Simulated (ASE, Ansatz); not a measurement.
## Bare MgSe nanowire along [001] (64 atoms): a short ab initio trajectory

Aim: follow bare MgSe nanowire along [001] (64 atoms) for a short time with forces from DFT, then look at structure and electrons in the last frame.

Main program and level: Ansatz 0.2.0; Kohn-Sham DFT, PBE, PAW (set soft_2, large core), plane waves.

The database entry behind the starting cell differs from later determinations by our own check (0.1 to 0.3 % short, probably kX units), so it need not match the best structure at ambient conditions.

## (1) The starting structure

The cell holds 64 atoms: 32 Mg and 32 Se. Cell: a = 18.177 Å, b = 18.177 Å, c = 10.902 Å, α = 90.0°, β = 90.0°, γ = 90.0°. It derives from MgSe (rock-salt). Square section of size parameter 4.53 Å cut from rock-salt MgSe (a = 5.451 Å) along [001], 2 periods, 10 Å of vacuum; not relaxed, displaced by a Gaussian of 0.02 Å. Vacuum lies along a and b. The structure repeats along c.

Limits known from the start: Sampling is at Γ alone, for a cell whose periodic width is 11 Å.

## (2) Dynamics at 300 K

A Nosé–Hoover thermostat steers the temperature while disturbing the dynamics little. The time step is 2.0 fs.

input.yaml reads:

```yaml
crystal:
  lattice:
    - [18.1765, 0.0, 0.0]
    - [0.0, 18.1765, 0.0]
    - [0.0, 0.0, 10.902]
  atoms:
    - { symbol: Mg, position: [0.27619, 0.27508, 0.0012] }
    - { symbol: Se, position: [0.27306, 0.2742, 0.25189] }
    - { symbol: Mg, position: [0.27591, 0.27564, 0.49883] }
    - { symbol: Se, position: [0.27622, 0.2743, 0.74966] }
    [... 54 atom lines left out ...]
    - { symbol: Se, position: [0.72531, 0.42592, 0.75105] }
    - { symbol: Mg, position: [0.72166, 0.57683, 0.75342] }
    - { symbol: Mg, position: [0.72486, 0.72293, 0.99987] }
    - { symbol: Se, position: [0.72252, 0.7243, 0.24959] }
    - { symbol: Mg, position: [0.72425, 0.72435, 0.50138] }
    - { symbol: Se, position: [0.7246, 0.72463, 0.75084] }
kpoints:
  mp_grid: { grid: [1, 1, 1] }
hamiltonian:
  xc: pbe
  pseudopotentials: { kind: paw, core: large }
scf:
  occupations: { method: fixed }
output:
  forces: true
md:
  timestep: 2.0
  n_steps: 59
  ensemble: nvt_nose_hoover
  temperature: 300
  initial_velocities: maxwell_boltzmann
  seed: 7342
```

Started as:

```bash
ansatz run input.yaml --threads 4 --pin off --max-ram 8192MiB --backend cpu --events-out ev --progress --plain --runs-dir out
```

Elapsed: 27 min, on 4 threads of Arm Neoverse N1, shared host; peak memory 3.4 GiB; 1.8 h of CPU time.

The program notes that potentials were chosen by core size and it switched symmetry off.

Rows from the run:

```
time (fs)  T (K)  potential (meV/atom)  conserved (meV/atom)
      0.0    300                   0.0                  0.00
      8.0    302                  -0.3                  0.00
     16.0    312                  -1.5                  0.00
     24.0    330                  -3.8                  0.00
     32.0    352                  -6.8                 -0.01
     40.0    375                  -9.8                 -0.01
     48.0    394                 -12.7                 -0.01
     56.0    408                 -15.1                 -0.01
     62.0    411                 -16.1                 -0.02
     70.0    403                 -16.1                 -0.02
     78.0    382                 -14.7                 -0.01
     86.0    354                 -12.6                 -0.01
     94.0    323                 -10.0                 -0.01
    102.0    289                  -6.7                 -0.01
    110.0    250                  -2.7                 -0.01
    118.0    215                   1.2                  0.00
```

Mean square displacement from the first frame to the last: Mg 0.10 Å², Se 0.087 Å².

Mean square displacement against time lag:

```
time lag (fs)  Mg (Å²)  Se (Å²)
          2.0   1.4e-4   4.1e-5
          4.0   5.7e-4   1.7e-4
          6.0  0.00128   3.8e-4
          8.0  0.00228   6.7e-4
         10.0  0.00356  0.00105
         14.0  0.00692  0.00207
         16.0  0.00899  0.00271
         18.0   0.0113  0.00344
         20.0   0.0138  0.00425
         22.0   0.0166  0.00514
         26.0   0.0227  0.00717
         28.0   0.0260  0.00831
         30.0   0.0295  0.00952
         32.0   0.0331   0.0108
         34.0   0.0368   0.0122
         38.0   0.0444   0.0151
         40.0   0.0483   0.0166
         42.0   0.0523   0.0183
         44.0   0.0562   0.0199
         46.0   0.0601   0.0217
         50.0   0.0678   0.0253
         52.0   0.0716   0.0271
         54.0   0.0753   0.0290
         56.0   0.0788   0.0310
         60.0   0.0856   0.0349
```

Over the second half of 118 fs the temperature averages 333 K, falling from about 407 to 242 K (means over the first and last quarter of that half). The conserved energy stays within 0.02 meV/atom. From first frame to last Mg has the largest mean square displacement, 0.10 Å² at the end; the farthest move is 0.64 Å. The run spans 0.12 ps, too short for its means to be equilibrium values.

## (3) Distances and neighbours late in the run

The g(r) is a mean over the second half; what follows it is taken at the last frame.

Mean of 16 frames; normalised to the volume that the atoms fill. g(r), total and by pair (bins of 0.2 Å):

```
r (Å)  total  Mg-Mg  Mg-Se  Se-Se
 2.40   0.24   0.00   0.47   0.00
 2.60   1.84   0.00   3.67   0.00
 2.80   2.72   0.00   5.45   0.00
 3.00   0.34   0.20   0.57   0.00
 3.20   0.23   0.87   0.01   0.03
 3.40   0.41   1.58   0.00   0.08
 3.60   0.96   2.45   0.00   1.40
 3.80   0.96   1.94   0.00   1.91
 4.00   1.12   1.36   0.03   3.07
 4.20   0.57   0.72   0.12   1.33
 4.40   0.18   0.06   0.23   0.21
 4.60   0.60   0.00   1.18   0.05
 4.80   0.68   0.00   1.36   0.00
 5.00   0.09   0.02   0.17   0.00
 5.20   0.20   0.59   0.01   0.21
 5.40   0.64   1.17   0.12   1.14
 5.60   0.45   0.31   0.42   0.65
 5.80   0.49   0.01   0.97   0.03
 6.00   0.78   0.18   1.46   0.00
 6.20   0.94   0.54   1.60   0.00
 6.40   0.60   0.88   0.67   0.18
 6.60   0.67   1.28   0.11   1.18
 6.80   0.58   0.73   0.01   1.58
 7.00   0.14   0.10   0.00   0.47
 7.20   0.04   0.11   0.01   0.06
 7.40   0.13   0.30   0.06   0.08
 7.60   0.32   0.56   0.12   0.49
 7.80   0.43   0.53   0.28   0.63
```

Bonds by pair of elements; cutoffs follow the first minimum of g(r), held within bounds set by covalent radii, and pairs that aren't listed don't count as bonded:

```
pair A-B  cutoff (Å)  bonds  mean length (Å)  spread (Å)  shortest (Å)  B about A  A about B
   Mg-Se        3.33    160             2.75        0.11          2.55          5          5
```

How many atoms have how many bonded neighbours:

```
element  mean  4   5  6
     Mg     5  8  16  8
     Se     5  8  16  8
```

Bond angles (no mean is given where the spread exceeds 20°):

```
   angle  count  mean (°)  spread (°)
Mg-Se-Mg    328         -           -
Se-Mg-Se    328         -           -
```

Bond length by coordination (bonds to H left out):

```
element  coordination  atoms  mean bond length (Å)
     Mg             4      8                  2.73
     Mg             5     16                  2.74
     Mg             6      8                  2.79
     Se             4      8                  2.71
     Se             5     16                  2.77
     Se             6      8                  2.76
```

First main peaks of g(r), for some of the pairs, lie near 3.71 Å (Mg-Mg) and 2.73 Å (Mg-Se). By these cutoffs 50 % of Mg atoms have 5 and 50 % of Se atoms have 5 bonded neighbours. Bonds at Mg atoms with 4 neighbours average 2.73 Å, against 2.79 Å at those with 6.

## (4) Single point at the last frame

The last frame is solved once more, with the analyses that the dynamics left out.

input.yaml reads:

```yaml
crystal:
  lattice:
    - [18.1765, 0.0, 0.0]
    - [0.0, 18.1765, 0.0]
    - [0.0, 0.0, 10.902]
  atoms:
    - { symbol: Mg, position: [0.28695, 0.28412, 0.98142] }
    - { symbol: Se, position: [0.26413, 0.27542, 0.24291] }
    - { symbol: Mg, position: [0.29309, 0.29134, 0.48204] }
    - { symbol: Se, position: [0.27492, 0.27116, 0.73547] }
    [... 54 atom lines left out ...]
    - { symbol: Se, position: [0.74596, 0.43661, 0.75695] }
    - { symbol: Mg, position: [0.72349, 0.58889, 0.75572] }
    - { symbol: Mg, position: [0.70126, 0.71147, 0.99977] }
    - { symbol: Se, position: [0.72394, 0.72892, 0.24292] }
    - { symbol: Mg, position: [0.70271, 0.70401, 0.49036] }
    - { symbol: Se, position: [0.71743, 0.73543, 0.74309] }
kpoints:
  mp_grid: { grid: [1, 1, 1] }
hamiltonian:
  xc: pbe
  pseudopotentials: { kind: paw, core: large }
scf:
  occupations: { method: fixed }
output:
  forces: true
  populations: intrinsic
  dos:
    method: { smearing: { sigma: 0.1 } }
    de: 0.1
    projected: { site_lists: { Mg: [Mg], Se: [Se] } }
  eigenvalues: true
  write_density: true
  write_potential: true
  volumetric_format: npy
  elf: true
```

Wall time 96 s (4 threads); peak memory 3.4 GiB.

The program notes that the exchange-correlation potential is rough where the density is thin.

Numbers from this run:

```
free energy                                      : -144131.0010 eV
free energy per atom                             : -2252.0469 eV/atom
SCF cycles                                       : 11
r.m.s. force component                           : 0.4422 eV/Å
longest force                                    : 1.873 eV/Å
Fermi energy                                     : -1.139 eV
gap (highest filled to lowest empty level) : 1.939 eV
```

Neighbours are counted within 3.33 Å (Mg-Se), the cutoffs taken from the dynamics.

Length of the force by element and coordination:

```
element  coordination  atoms  mean length of the force (eV/Å)  spread   least   most
     Mg           all     32                            0.400   0.188  0.0844  0.805
     Mg             4      8                            0.355   0.198  0.0844  0.693
     Mg             5     16                            0.453   0.178   0.173  0.805
     Mg             6      8                            0.340   0.167   0.153  0.728
     Se           all     32                            0.885   0.442   0.137   1.87
     Se             4      8                            0.264   0.104   0.137  0.421
     Se             5     16                             1.03   0.210   0.510   1.40
     Se             6      8                             1.23   0.373   0.766   1.87
```

Intrinsic-atomic-orbital charges by element and coordination:

```
element  coordination  atoms  mean charge (e)  spread  least   most
     Mg           all     32             1.39  0.0143   1.37   1.42
     Mg             4      8             1.41  0.0062   1.40   1.42
     Mg             5     16             1.40  0.0069   1.39   1.41
     Mg             6      8             1.37  0.0042   1.37   1.38
     Se           all     32            -1.39  0.0265  -1.44  -1.35
     Se             4      8            -1.36   0.006  -1.37  -1.35
     Se             5     16            -1.39  0.0088  -1.41  -1.38
     Se             6      8            -1.43   0.006  -1.44  -1.42
```

States in the cell by windows of 1 eV, zero at the Fermi level; the larger projections on atomic orbitals stand beside the total:

```
from (eV)  to (eV)  total  Se p  Mg s
      -10       -5    0.0   0.0   0.0
       -5       -4    6.8   5.0   1.7
       -4       -3   35.5  27.6   5.9
       -3       -2   33.6  28.5   3.4
       -2       -1   53.4  48.9   2.1
       -1        0   60.8  58.2   0.6
        0        1    1.9   1.9   0.0
        1        2    2.0   0.2   1.4
        2        3    6.0   0.6   4.5
        3        4   27.8   4.5  11.3
        4        5   50.4   4.9  10.6
```

With fixed occupations the program's Fermi level is the highest filled level; weight inside the gap is the broadening of levels at its edges.

Between -26 and -10 eV lie 64 more states.

The stored curve holds about 256 of the 512 electrons; the rest, give or take the few that broadening carries across the Fermi level, lie in deeper levels below its range.

The levels nearest the highest filled one (over half full), pooled over k-points and spins:

```
level less the highest filled one (eV)  occupation
                                -0.218           2
                                -0.191           2
                                -0.177           2
                                -0.137           2
                               -0.0442           2
                                     0           2
                                  1.94           0
                                  2.06           0
                                  2.09           0
                                  2.16           0
                                  3.19           0
                                  3.34           0
```

Mean intrinsic-atomic-orbital charges: Mg +1.39, Se -1.39 e. The largest share in the top eV of filled states is Se p (99 % of the projected weight), and in the lowest eV of empty states Mg s (80 % of the projected weight).

## (5) Summary of results

```
mean temperature, second half                                : 333 K
temperature swing, second half                               : 63.22 K
slope of the conserved energy against time, by least squares : -0.1129 meV/atom/ps
free energy per atom                                         : -2252.0469 eV/atom
r.m.s. force component                                       : 0.4422 eV/Å
gap (highest filled to lowest empty level)             : 1.939 eV
wall time of the 2 DFT runs                                  : 29 min
```

**Reading.** Over the second half of 118 fs the temperature averages 333 K, falling from about 407 to 242 K (means over the first and last quarter of that half). The conserved energy stays within 0.02 meV/atom. The run spans 0.12 ps, too short for its means to be equilibrium values. By these cutoffs 50 % of Mg atoms have 5 and 50 % of Se atoms have 5 bonded neighbours. The highest filled and lowest empty levels differ by 1.94 eV at Γ alone; the mesh holds the band edges only if they fold onto it, so the gap at this level can be narrower or closed, and states at the surface or the caps may set it.

[Logs are printed without paths, hosts, clocks, repeated set-up lines and the standing remarks that a program may print on its own settings, such as how far it seeks lower states.]

[Hosts, paths, dates, database ids (printed as entryN), source tags and the programs' standing remarks are cut or masked in the printed files.]
